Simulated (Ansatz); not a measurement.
Ag2O:

```xyz
6
Lattice="4.7180 0.0000 0.0000 0.0000 4.7180 0.0000 0.0000 0.0000 4.7180" Properties=species:S:1:pos:R:3 pbc="T T T"
Ag    3.5385    1.1795    3.5385
Ag    3.5385    3.5385    1.1795
Ag    1.1795    3.5385    3.5385
Ag    1.1795    1.1795    1.1795
O     2.3590    2.3590    2.3590
O     0.0000    0.0000    0.0000
```

- Program: Ansatz 0.2.0
- Task: relaxation of cell and atoms
- Functional: revPBE
- Potentials or basis: Ansatz PAW
- Cutoff: 420 eV (not typed: the program's choice for these potentials)
- k mesh: 5 × 5 × 5
- Occupations: fermi-dirac, width 0.05 eV
- Spin: no spin polarisation

At the start: volume 17.50 Å³/atom.

Problem. How do energy, volume and symmetry change on relaxing?

Solution. It ends after 7 steps and the volume is 19.29 Å³/atom (+10.2 %); space group Pn-3m (No. 224, to 0.05 Å).

The path:
```csv
step,energy change (eV),largest force (eV/Å),volume (Å³)
1,0.0000,0.0000,105.02
2,-0.1953,0.0000,112.48
3,-0.2057,0.0000,114.82
4,-0.2053,0.0000,115.26
5,-0.2304,0.0000,115.26
6,-0.2301,0.0000,115.76
7,-0.2309,0.0000,115.76
```

Final structure:
```
Ag O
1.0
     4.87368    0.00000    0.00000
     0.00000    4.87368    0.00000
     0.00000    0.00000    4.87368
Ag O
4 2
Cartesian
  3.6553 1.2184 3.6553
  3.6553 3.6553 1.2184
  1.2184 3.6553 3.6553
  1.2184 1.2184 1.2184
  2.4368 2.4368 2.4368
  0.0000 0.0000 0.0000
```

Caveat: the plane-wave basis is chosen anew once the cell has moved, so the energies of steps on either side of that aren't comparable; the PAW data sets come from PBE, with cores solved anew for the run's functional, which leaves a small shift of forces and pressure.
